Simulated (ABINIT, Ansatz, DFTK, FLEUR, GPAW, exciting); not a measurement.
**Ag: programs and potentials compared**

```
CELL_PARAMETERS angstrom
-0.00622 2.03863 2.06720
2.01497 0.04695 2.01403
2.08560 2.05608 -0.02368
ATOMIC_POSITIONS crystal
Ag 0.00221 0.02855 0.98957
```

The given cell was strained at random by a few per cent at fixed volume.

Alike in all runs: task single point; functional PBEsol; k mesh 11 × 11 × 11; occupations fermi-dirac, width 0.05 eV; no spin polarisation; no spin-orbit coupling. Pressure is positive in compression and, in plane waves, holds the error of the finite cutoff.

```csv
program and potentials,plane-wave cutoff (eV),notes,pressure (GPa),energy over the undisturbed cell (meV/atom)
"exciting, all-electron LAPW+lo, shipped species files, valence relativity iora*",-,-,-,6.40
"ABINIT, PseudoDojo NC SR PBEsol v0.4.1 standard",1116,19 valence electrons an atom on average,-2.68,6.12
"DFTK, PseudoDojo SR PBEsol 0.4.1 standard (PBEsol)",1116,19 valence electrons an atom on average,-2.68,-
"FLEUR, all-electron, FLAPW",-,-,-,6.16
"GPAW, PAW data sets generated for this functional",600,17 valence electrons an atom on average,-2.46,6.11
"Ansatz, all-electron LAPW, scalar-relativistic",-,-,-2.51,-
```

The pressure spans -2.68 (DFTK, PseudoDojo SR PBEsol 0.4.1 standard (PBEsol)) to -2.46 GPa (GPAW, PAW data sets generated for this functional), with all-electron results at -2.51.

Differences between rows come from potentials, basis sets and numerical settings, since the functional is the same but for its coding. Runs on potential files found faulty are left out.
